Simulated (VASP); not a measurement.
# Al (Fm-3m) in VASP: relaxation of cell and atoms with PBE

Aim: the relaxation of cell and atoms of Al with PBE.

Program: VASP 6.6.1. These are calculated values, not measurements. Logs are shortened: lines on timing, memory, paths and dates and some standing lists are left out, and cuts for length are marked.

## (1) Starting point

The structure is cubic, space group Fm-3m (No. 225). Conventional cell: a = 4.040 Å, b = 4.040 Å, c = 4.040 Å, α = 90.00°, β = 90.00°, γ = 90.00°. Around Al (site symmetry m-3m) lie 12 Al at 2.86 Å.

The cell was built by a generator and needn't be a form met in nature.

## (2) Relaxation of cell and atoms, PBE

INCAR reads:

```
SYSTEM = Al
PREC = Accurate
ENCUT = 600
EDIFF = 1E-6
ISMEAR = 1
SIGMA = 0.1
LREAL = .FALSE.
LASPH = .TRUE.
NELM = 60
ALGO = Normal
ISIF = 3
LWAVE = .FALSE.
LCHARG = .FALSE.
GGA = PE
IBRION = 2
NSW = 60
EDIFFG = -0.02
```

KPOINTS reads:

```
regular mesh
0
G
  16 16 16
  0 0 0
```

POSCAR reads:

```
Al
1.0
    0.0000000000      2.0200000000      2.0200000000
    2.0200000000      0.0000000000      2.0200000000
    2.0200000000      2.0200000000      0.0000000000
Al
1
Direct
    0.0000000000      0.0000000000      0.0000000000
```

Potentials or basis: VASP PAW PBE potentials, release 64 (Al).

On the command line:

```bash
$ cat potpaw_PBE.64/Al/POTCAR > POTCAR
$ mpirun -np 1 vasp_std > vasp.out
```

OUTCAR:

```text
SYSTEM = Al
   PREC = Accurate
   ENCUT = 600
   EDIFF = 1E-6
   ISMEAR = 1
   LREAL = .FALSE.
   LASPH = .TRUE.
   NELM = 60
   ISIF = 3
   GGA = PE
   IBRION = 2
   NSW = 60
   EDIFFG = -0.02

 ion  position               nearest neighbor table
   1  0.000  0.000  0.000-

  LATTYP: Found a face centered cubic cell.
 ALAT       =     4.0400000000

  Lattice vectors:

 A1 = (   0.0000000000,   2.0200000000,   2.0200000000)
 A2 = (   2.0200000000,   0.0000000000,   2.0200000000)
 A3 = (   2.0200000000,   2.0200000000,   0.0000000000)

Analysis of symmetry for initial positions (statically):
=====================================================================
 Subroutine PRICEL returns:
 Original cell was already a primitive cell.

 Routine SETGRP: Setting up the symmetry group for a
 face centered cubic supercell.

 Subroutine GETGRP returns: Found 48 space group operations
 (whereof 48 operations were pure point group operations)
 out of a pool of 48 trial point group operations.

The static configuration has the point symmetry O_h .

Analysis of symmetry for dynamics (positions and initial velocities):
=====================================================================
 Subroutine PRICEL returns:
 Original cell was already a primitive cell.

 Routine SETGRP: Setting up the symmetry group for a
 face centered cubic supercell.

 Subroutine GETGRP returns: Found 48 space group operations
 (whereof 48 operations were pure point group operations)
 out of a pool of 48 trial point group operations.

The dynamic configuration has the point symmetry O_h .

 Subroutine INISYM returns: Found 48 space group operations
 (whereof 48 operations are pure point group operations),
 and found     1 'primitive' translations

----------------------------------------------------------------------------------------

                                     Primitive cell

  volume of cell :      16.4848

  direct lattice vectors                    reciprocal lattice vectors
     0.000000000  2.020000000  2.020000000    -0.247524752  0.247524752  0.247524752
     2.020000000  0.000000000  2.020000000     0.247524752 -0.247524752  0.247524752
     2.020000000  2.020000000  0.000000000     0.247524752  0.247524752 -0.247524752

  length of vectors
     2.856711396  2.856711396  2.856711396     0.428725447  0.428725447  0.428725447

  position of ions in fractional coordinates (direct lattice)
     0.000000000  0.000000000  0.000000000

  ion indices of the primitive-cell ions
   primitive index   ion index
                 1           1

----------------------------------------------------------------------------------------

 KPOINTS: regular mesh

Automatic generation of k-mesh.
 Grid dimensions read from file:
 generate k-points for:   16   16   16

 Generating k-lattice:

  Cartesian coordinates                     Fractional coordinates (reciprocal lattice)
    -0.015470297  0.015470297  0.015470297     0.062500000  0.000000000  0.000000000
     0.015470297 -0.015470297  0.015470297     0.000000000  0.062500000  0.000000000
     0.015470297  0.015470297 -0.015470297     0.000000000  0.000000000  0.062500000

  Length of vectors
     0.026795340  0.026795340  0.026795340

  Shift w.r.t. Gamma in fractional coordinates (k-lattice)
     0.000000000  0.000000000  0.000000000

 Subroutine IBZKPT returns following result:
 ===========================================

 Found    145 irreducible k-points:

 Following reciprocal coordinates:
            Coordinates               Weight
  0.000000  0.000000  0.000000      1.000000
  0.062500  0.000000  0.000000      8.000000
  0.125000  0.000000  0.000000      8.000000
  0.187500  0.000000  0.000000      8.000000
  0.250000  0.000000  0.000000      8.000000
  0.312500  0.000000  0.000000      8.000000
[... 16 lines left out ...]
 -0.125000  0.062500  0.000000     24.000000
 -0.062500  0.062500  0.000000     12.000000
 [... further k-points ...]
   k-points           NKPTS =    145   k-points in BZ     NKDIM =    145   number of bands    NBANDS=      5
   number of dos      NEDOS =    301   number of ions     NIONS =      1
   total plane-waves  NPLWV =  13824
   dimension x,y,z NGX =    24 NGY =   24 NGZ =   24
   dimension x,y,z NGXF=    48 NGYF=   48 NGZF=   48
   ions per type =               1
   NGX,Y,Z   is equivalent  to a cutoff of  13.97, 13.97, 13.97 a.u.
   NGXF,Y,Z  is equivalent  to a cutoff of  27.93, 27.93, 27.93 a.u.
 SYSTEM =  Al
   PREC   = accura    normal or accurate (medium, high low for compatibility)
   ISTART =      0    job   : 0-new  1-cont  2-samecut
   ICHARG =      2    charge: 1-file 2-atom 10-const
   ISPIN  =      1    spin polarized calculation?
   LNONCOLLINEAR =      F non collinear calculations
   LSORBIT =      F    spin-orbit coupling
   LASPH  =      T    aspherical Exc in radial PAW
   ENCUT  =  600.0 eV  44.10 Ry    6.64 a.u.   5.71  5.71  5.71*2*pi/ulx,y,z
   NELM   =     60;   NELMIN=  2; NELMDL= -5     # of ELM steps
   EDIFF  = 0.1E-05   stopping-criterion for ELM
   LREAL  =      F    real-space projection
   EDIFFG = -.2E-01   stopping-criterion for IOM
   NSW    =     60    number of steps for IOM
   IBRION =      2    ionic relax: 0-MD 1-quasi-New 2-CG
   NFREE  =      1    steps in history (QN), initial steepest desc. (CG)
   ISIF   =      3    stress and relaxation
   ISYM   =      2    0-nonsym 1-usesym 2-fastsym
   POTIM  = 0.5000    time-step for ionic-motion
   TEBEG  =    0.0;   TEEND  =   0.0 temperature during run
   PSTRESS=    0.0 pullay stress
   NELECT =       3.0000    total number of electrons
   NUPDOWN=      -1.0000    fix difference up-down
   EMIN   =  10.00;   EMAX   =-10.00  energy-range for DOS
   EFERMI =   0.00;   METHOD = LEGACY
   ISMEAR =     1;   SIGMA  =   0.10  broadening in eV -4-tet -1-fermi 0-gaus
   EFERMI_NEDOS =   21; number of points for ismear=-14 and -15
   IALGO  =     38    algorithm
   IMIX   =      4    mixing-type and parameters
     AMIX     =   0.40;   BMIX     =  1.00
     AMIX_MAG =   1.60;   BMIX_MAG =  1.00
  volume/ion in A,a.u.               =      16.48       111.25
  Fermi-wavevector in a.u.,A,eV,Ry     =   0.927728  1.753151 11.710246  0.860679
  Thomas-Fermi vector in A             =   2.053828
   LORBIT       =      0    0 simple, 1 ext, 2 COOP (PROOUT), +10 PAW based schemes
   GGA     = PE    functional components
   LHFCALC =     F    Hartree Fock is set to
   AEXX    =    0.0000 exact exchange contribution
   IVDW    =     0    specifies the selected vdW correction
   LEPSILON=     F    determine dielectric tensor
   LRPA    =     F    only Hartree local field effects (RPA)
 conjugate gradient relaxation of ions
 non-spin polarized calculation
 Methfessel and Paxton  Order N= 1 SIGMA  =   0.10
  energy-cutoff  :      600.00
  volume of cell :       16.48
 maximum number of plane-waves:       568
   NGX = 11   NGY = 11   NGZ = 11

 number of electron       3.0000000 magnetization

 Free energy of the ion-electron system (eV)
  ---------------------------------------------------
  ext. energy  EPLUGINS =         0.00000000
  ---------------------------------------------------
  free energy    TOTEN  =        -3.75163093 eV

  energy without entropy =       -3.75197562  energy(sigma->0) =       -3.75174583

 E-fermi :   8.0513     XC(G=0): -10.2001

 val. band max:        8.0127646897   @ k =  -0.2500   0.3125   0.1250
 cond. band min:       8.1277962947   @ k =   0.4375   0.4375   0.0000
 fundamental gap:      0.1150316050
 Fermi energy:         8.0512704611

 k-point     1 :       0.0000    0.0000    0.0000
  band No.  band energies     occupation
      1      -3.1313      2.00000
      2      20.6338      0.00000
      3      20.6338      0.00000
      4      20.6338      0.00000
      5      22.1326      0.00000

 k-point     2 :       0.0625    0.0000    0.0000
  band No.  band energies     occupation
      1      -3.0250      2.00000
      2      18.8472      0.00000
      3      20.2598      0.00000
      4      20.2598      0.00000
      5      22.6724      0.00000

 k-point     3 :       0.1250    0.0000    0.0000
  band No.  band energies     occupation
      1      -2.7067      2.00000
      2      16.3293      0.00000
      3      19.6905      0.00000
      4      19.6905      0.00000
      5      22.7359      0.00000

 k-point     4 :       0.1875    0.0000    0.0000
  band No.  band energies     occupation
      1      -2.1778      2.00000
      2      13.8329      0.00000
      3      19.2283      0.00000
      4      19.2283      0.00000
      5      22.5371      0.00000

 k-point     5 :       0.2500    0.0000    0.0000
  band No.  band energies     occupation
      1      -1.4407      2.00000
      2      11.4506      0.00000
      3      18.9241      0.00000
      4      18.9241      0.00000
      5      22.3735      0.00000

 k-point     6 :       0.3125    0.0000    0.0000
  band No.  band energies     occupation
      1      -0.4984      2.00000
      2       9.2150     -0.00000
      3      18.7908      0.00000
      4      18.7908      0.00000
      5      21.7057      0.00000
[... 113 lines left out ...]
 k-point    21 :      -0.2500    0.0625    0.0000
  band No.  band energies     occupation
      1      -1.0561      2.00000
      2      10.7653      0.00000
      3      16.9482      0.00000
      4      20.2153      0.00000
      5      21.2314      0.00000

 k-point    22 :      -0.1875    0.0625    0.0000
  band No.  band energies     occupation
      1      -1.8614      2.00000
      2      13.0879      0.00000
      3      17.2196      0.00000
      4      20.4446      0.00000
      5      22.3836      0.00000

 k-point    23 :      -0.1250    0.0625    0.0000
  band No.  band energies     occupation
      1      -2.4597      2.00000
      2      15.5127      0.00000
      3      17.6851      0.00000
      4      20.7810      0.00000
      5      22.9007      0.00000

 k-point    24 :      -0.0625    0.0625    0.0000
  band No.  band energies     occupation
      1      -2.8481      2.00000
      2      17.7741      0.00000
      3      18.5174      0.00000
      4      20.9093      0.00000
      5      22.3067      0.00000

 [... further k-points ...]
[... 5 lines left out ...]
  --------------------------------------------------------------------------------------
  -------------------------------------------------------------------------------------
  Total       -0.0043826     -0.0043826     -0.0043826     -0.0000000      0.0000000     -0.0000000
  in kB       -0.4259449     -0.4259449     -0.4259449     -0.0000000      0.0000000     -0.0000000
  external PRESSURE =      -0.4259449 kB  Pullay stress =       0.0000000 kB

 VOLUME and BASIS-vectors are now :
 -----------------------------------------------------------------------------
  energy-cutoff  :      600.00
  volume of cell :       16.48
      direct lattice vectors                 reciprocal lattice vectors
     0.000000000  2.020000000  2.020000000    -0.247524752  0.247524752  0.247524752
     2.020000000  0.000000000  2.020000000     0.247524752 -0.247524752  0.247524752
     2.020000000  2.020000000  0.000000000     0.247524752  0.247524752 -0.247524752

 POSITION                                       TOTAL-FORCE (eV/Angst)
 -----------------------------------------------------------------------------------
      0.00000      0.00000      0.00000        -0.000000     -0.000000      0.000000
 -----------------------------------------------------------------------------------
    total drift:                                0.000000     -0.000000     -0.000000

  FREE ENERGIE OF THE ION-ELECTRON SYSTEM (eV)
  ---------------------------------------------------
  free  energy   TOTEN  =        -3.7516309304 eV

  energy  without entropy=       -3.7519756193  energy(sigma->0) =       -3.75174583

 reached required accuracy - stopping structural energy minimisation
```

It took 3.5 s on 1 thread of Intel Xeon 6975P-C (Granite Rapids), shared host; peak memory 0.13 GiB.

What came out:

* Free energy: -3.7516 eV
* Pressure after relaxing: 0.0 GPa
* Band gap on the k mesh: none (metal or under the smearing width)

Final structure:
```
CELL_PARAMETERS angstrom
0.00000 2.02000 2.02000
2.02000 0.00000 2.02000
2.02000 2.02000 0.00000
ATOMIC_POSITIONS crystal
Al 0.00000 0.00000 0.00000
```

Levels at points of the mesh, in eV from the Fermi level:
```csv
k point,band 1,band 2,band 3,band 4,band 5
"(0.00, 0.00, 0.00)",-11.18,12.58,12.58,12.58,14.08
"(0.50, 0.00, 0.00)",-4.64,-4.42,11.38,11.38,11.42
"(0.50, 0.50, 0.00)",-2.97,-1.64,5.22,5.56,5.56
```

Caveat: the relaxation stopped at its first step, so nothing moved.
